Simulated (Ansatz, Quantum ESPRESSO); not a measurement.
This is a calculation of AlFe for Quantum ESPRESSO 7.5. 

pw.in

```
&CONTROL
  calculation = 'scf'
  prefix = 'pwscf'
  outdir = './tmp'
  pseudo_dir = './pseudo'
  tprnfor = .true.
  tstress = .true.
  disk_io = 'low'
/
&SYSTEM
  ibrav = 0
  nat = 2
  ntyp = 2
  ecutwfc = 56
  ecutrho = 448
  nbnd = 19
  occupations = 'smearing'
  smearing = 'fd'
  degauss = 0.00367493
  nspin = 2
  starting_magnetization(1) = 0.1875
  starting_magnetization(2) = 0
/
&ELECTRONS
  conv_thr = 4d-10
  electron_maxstep = 120
  mixing_beta = 0.3
/
ATOMIC_SPECIES
Fe    55.8450 fe_pbesol_v1.5.uspp.F.UPF
Al    26.9815 al_pbesol_v1.uspp.F.UPF
CELL_PARAMETERS angstrom
   2.9100000000    0.0000000000    0.0000000000
   0.0000000000    2.9100000000    0.0000000000
   0.0000000000    0.0000000000    2.9100000000
ATOMIC_POSITIONS crystal
Fe     0.5000000000    0.5000000000    0.5000000000
Al     0.0000000000    0.0000000000    0.0000000000
K_POINTS automatic
9 9 9 0 0 0
```

pp_density.in

```
&INPUTPP
  prefix = 'pwscf'
  outdir = './tmp'
  filplot = 'density.dat'
  plot_num = 0
/
&PLOT
  nfile = 1
  filepp(1) = 'density.dat'
  iflag = 3
  output_format = 6
  fileout = 'density.cube'
/
```

pp_potential.in

```
&INPUTPP
  prefix = 'pwscf'
  outdir = './tmp'
  filplot = 'potential.dat'
  plot_num = 11
/
&PLOT
  nfile = 1
  filepp(1) = 'potential.dat'
  iflag = 3
  output_format = 6
  fileout = 'potential.cube'
/
```

The input pp_spin.in:

```
&INPUTPP
  prefix = 'pwscf'
  outdir = './tmp'
  filplot = 'spin.dat'
  plot_num = 6
/
&PLOT
  nfile = 1
  filepp(1) = 'spin.dat'
  iflag = 3
  output_format = 6
  fileout = 'spin.cube'
/
```

Potentials or basis: GBRV 1.5 PBEsol.

The run is started by

```bash
$ OMP_NUM_THREADS=1 mpirun -n 2 pw.x -nk 2 -in pw.in > pw.out
$ OMP_NUM_THREADS=1 mpirun -n 1 pp.x -in pp_density.in > pp_density.out
$ OMP_NUM_THREADS=1 mpirun -n 1 pp.x -in pp_potential.in > pp_potential.out
$ OMP_NUM_THREADS=1 mpirun -n 1 pp.x -in pp_spin.in > pp_spin.out
```

Q: Translate it to Ansatz 0.2.0. Potentials or basis there: all-electron LAPW, scalar-relativistic.

A: As run (cutoffs and basis follow the program's own potentials, and thresholds, step limits or extra output files can differ):

Contents of input.yaml:

```yaml
crystal:
  lattice:
    - [2.91, 0.0, 0.0]
    - [0.0, 2.91, 0.0]
    - [0.0, 0.0, 2.91]
  atoms:
    - { symbol: Fe, position: [0.5, 0.5, 0.5], spin: 3.0 }
    - { symbol: Al, position: [0.0, 0.0, 0.0] }
kpoints:
  mp_grid: { grid: [9, 9, 9] }
scf:
  occupations: { method: fermi_dirac, width: 0.05 }
hamiltonian:
  xc: pbesol
  pseudopotentials: { kind: all_electron, lapw: { basis_error: 0.001 } }
magnetization:
  spin_polarized: true
output:
  forces: true
  stress: true
  eigenvalues: true
  populations: true
```

Potentials or basis: all-electron LAPW, scalar-relativistic.

Command:

```console
$ ansatz run input.yaml --threads 2 --pin off --max-ram 6144MiB --backend cpu --events-out ev --progress --plain --runs-dir out
```

Both were run:

|  | Quantum ESPRESSO | Ansatz |
| --- | --- | --- |
| Pressure | -11.2 GPa | -11.3 GPa |
| Net moment | 0.67 μB per cell | 0.66 μB per cell |
| Absolute moment | 0.80 μB per cell | 0.77 μB per cell |

Where Ansatz's input types no cutoff or centring, it takes its own default and a Γ-centred mesh.

The magnetic state is the one that the start led to; the real crystal's order can differ.

The cell lies far from this level's equilibrium.

Pressure is positive in compression.
